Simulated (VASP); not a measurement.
Input of a VASP 6.6.1 run:

File INCAR:

```
SYSTEM = GaAs
PREC = Accurate
ENCUT = 520
EDIFF = 1E-7
ISMEAR = -1
SIGMA = 0.05
LREAL = .False.
LASPH = .True.
NELM = 60
ALGO = Fast
ISIF = 2
LWAVE = .False.
LCHARG = .False.
GGA = PE
NBANDS = 16
```

File KPOINTS:

```
regular mesh
0
Gamma
  8 8 8
  0 0 0
```

The input POSCAR:

```
GaAs
1.0
    0.0000000000      2.8268500000      2.8268500000
    2.8268500000      0.0000000000      2.8268500000
    2.8268500000      2.8268500000      0.0000000000
As Ga
1 1
Direct
    0.7500000000      0.7500000000      0.7500000000
    0.0000000000      0.0000000000      0.0000000000
```

KPOINTS_OPT

```
path GXWKGLUWLK,UX
10
line-mode
reciprocal
 0.0000000000  0.0000000000  0.0000000000  G
 0.5000000000  0.0000000000  0.5000000000  X

 0.5000000000  0.0000000000  0.5000000000  X
 0.5000000000  0.2500000000  0.7500000000  W

 0.5000000000  0.2500000000  0.7500000000  W
 0.3750000000  0.3750000000  0.7500000000  K

 0.3750000000  0.3750000000  0.7500000000  K
 0.0000000000  0.0000000000  0.0000000000  G

 0.0000000000  0.0000000000  0.0000000000  G
 0.5000000000  0.5000000000  0.5000000000  L

 0.5000000000  0.5000000000  0.5000000000  L
 0.6250000000  0.2500000000  0.6250000000  U

 0.6250000000  0.2500000000  0.6250000000  U
 0.5000000000  0.2500000000  0.7500000000  W

 0.5000000000  0.2500000000  0.7500000000  W
 0.5000000000  0.5000000000  0.5000000000  L

 0.5000000000  0.5000000000  0.5000000000  L
 0.3750000000  0.3750000000  0.7500000000  K

 0.6250000000  0.2500000000  0.6250000000  U
 0.5000000000  0.0000000000  0.5000000000  X
```

Potentials or basis: VASP PAW PBE potentials, release 64 (As, Ga_d).

Command:

```console
$ cat potpaw_PBE.64/As/POTCAR potpaw_PBE.64/Ga_d/POTCAR > POTCAR
$ mpirun -np 1 vasp_std > vasp.out
```

Q: Estimate the band gap on the k mesh.

A: 0.52 eV, direct.

Q: Predict the pressure.

A: 3.5 GPa.

Levels at the corners of the path, in eV from the valence-band top:
```tsv
point	band 6	band 7	band 8	band 9	band 10	band 11	band 12	band 13
Γ	-12.73	0.00	0.00	0.00	0.52	3.73	3.73	3.73
X	-10.22	-6.82	-2.68	-2.68	1.46	1.65	10.17	10.17
X	-10.22	-6.82	-2.68	-2.68	1.46	1.65	10.17	10.17
W	-10.16	-6.63	-3.54	-3.34	4.62	4.72	5.41	6.03
W	-10.16	-6.63	-3.54	-3.34	4.62	4.72	5.41	6.03
K	-10.26	-6.63	-3.86	-2.26	1.96	4.63	7.95	8.05
K	-10.26	-6.63	-3.86	-2.26	1.96	4.63	7.95	8.05
Γ	-12.73	0.00	0.00	0.00	0.52	3.73	3.73	3.73
Γ	-12.73	0.00	0.00	0.00	0.52	3.73	3.73	3.73
L	-10.96	-6.64	-1.14	-1.14	1.00	4.63	4.63	7.75
L	-10.96	-6.64	-1.14	-1.14	1.00	4.63	4.63	7.75
U	-10.26	-6.63	-3.86	-2.26	1.96	4.63	7.95	8.05
U	-10.26	-6.63	-3.86	-2.26	1.96	4.63	7.95	8.05
W	-10.16	-6.63	-3.54	-3.34	4.62	4.72	5.41	6.03
W	-10.16	-6.63	-3.54	-3.34	4.62	4.72	5.41	6.03
L	-10.96	-6.64	-1.14	-1.14	1.00	4.63	4.63	7.75
L	-10.96	-6.64	-1.14	-1.14	1.00	4.63	4.63	7.75
K	-10.26	-6.63	-3.86	-2.26	1.96	4.63	7.95	8.05
U	-10.26	-6.63	-3.86	-2.26	1.96	4.63	7.95	8.05
X	-10.22	-6.82	-2.68	-2.68	1.46	1.65	10.17	10.17
```

**What was measured.**

From “Evidence of valence band perturbations in GaAsN/GaAs(001): A combined variable-angle spectroscopic ellipsometry and modulated photoreflectance investigation”, 2008, arxiv:0805.2212, for a bulk crystal of GaAs at 300 K: band gap 1.418 ± 0.005 eV (direct).

Measured gap of GaAs: 1.418 eV (direct; 300 K; “Evidence of valence band perturbations in GaAsN/GaAs(001): A combined variable-angle spectroscopic ellipsometry and modulated photoreflectance investigation”, 2008, arxiv:0805.2212). This calculation gives 0.52 eV (-0.90 eV). 3 values of this kind are on record (1.412 to 1.51 eV); this one was drawn at random among those near their median, those with a stated uncertainty first. Spin-orbit coupling on As, Ga is left out. The value is that of PBE, without temperature or zero-point motion. Semilocal functionals fall short of measured gaps as a rule.
